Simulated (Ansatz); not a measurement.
CdSe:

```xyz
2
Lattice="0.0000 3.0703 3.0703 3.0703 0.0000 3.0703 3.0703 3.0703 0.0000" Properties=species:S:1:pos:R:3 pbc="T T T"
Cd    0.0000    0.0000    0.0000
Se    1.5351    1.5351    1.5351
```

Measurements of this composition are mostly on another form, of space group No. 186.

- Program: Ansatz 0.2.0
- Task: relaxation of cell and atoms
- Functional: PBEsol
- Potentials or basis: all-electron LAPW, scalar-relativistic
- Basis error allowed: 0.001 eV/atom
- k mesh: 8 × 8 × 8
- Occupations: fermi-dirac, width 0.05 eV
- Spin: no spin polarisation

At the start: volume 28.94 Å³/atom.

Question: Where does the relaxation end?

Answer: Over 4 steps the energy falls by 3.6 meV/atom and the volume is 28.14 Å³/atom (-2.8 %); space group F-43m (No. 216, to 0.05 Å).

Step by step:
```tsv
step	energy change (eV)	largest force (eV/Å)	volume (Å³)
1	0.0000	0.0000	57.88
2	-0.0065	0.0000	55.76
3	-0.0073	0.0000	56.28
4	-0.0073	0.0000	56.28
```

Final structure:
```cif
data_structure
_symmetry_space_group_name_H-M 'P 1'
_symmetry_Int_Tables_number 1
_cell_length_a 4.3016
_cell_length_b 4.3016
_cell_length_c 4.3016
_cell_angle_alpha 60.000
_cell_angle_beta 60.000
_cell_angle_gamma 60.000
_cell_volume 56.28
loop_
_atom_site_label
_atom_site_type_symbol
_atom_site_fract_x
_atom_site_fract_y
_atom_site_fract_z
_atom_site_occupancy
Cd1 Cd 0.00000 0.00000 0.00000 1
Se1 Se 0.25000 0.25000 0.25000 1
```
